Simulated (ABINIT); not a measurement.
HfO2:

```
Hf O
1.0
     0.00000    2.55750    2.55750
     2.55750    0.00000    2.55750
     2.55750    2.55750    0.00000
Hf O
1 2
Direct
  0.00000 0.00000 0.00000
  0.75000 0.75000 0.75000
  0.25000 0.25000 0.25000
```

Measurements of this composition are mostly on another form, of space group No. 14.

Base run:

```yaml
Program: ABINIT 10.8.3 (patched build)
Functional: PBEsol
Potentials_or_basis: JTH PAW PBE v2.0
Cutoff: 626 eV
k_mesh: 9 × 9 × 9
Occupations: fermi-dirac, width 0.05 eV
Spin: no spin polarisation
```

Its results: band gap on the k mesh 3.71 eV, indirect (least direct gap 3.83 eV); pressure -13.1 GPa.

Task: After a change of settings the same cell gave: band gap on the k mesh 3.95 eV, indirect (least direct gap 4.06 eV); pressure -1.0 GPa. Which change was it?
A. functional from PBEsol to SOGGA
B. functional from PBEsol to RPBE
C. functional from PBEsol to HCTH407
D. functional from PBEsol to PBE; k mesh from 9 × 9 × 9 to 12 × 12 × 12

Result: B.

RPBE binds less tightly than PBEsol, so the same cell stands under more pressure.

Caveats: the PAW data sets were made with another functional, which shifts forces and pressure a little; spin-orbit coupling is left out, which moves the levels of the heavy elements; the mesh misses the band edges, which the band path finds closer together.

Not every run made on this cell is shown here.
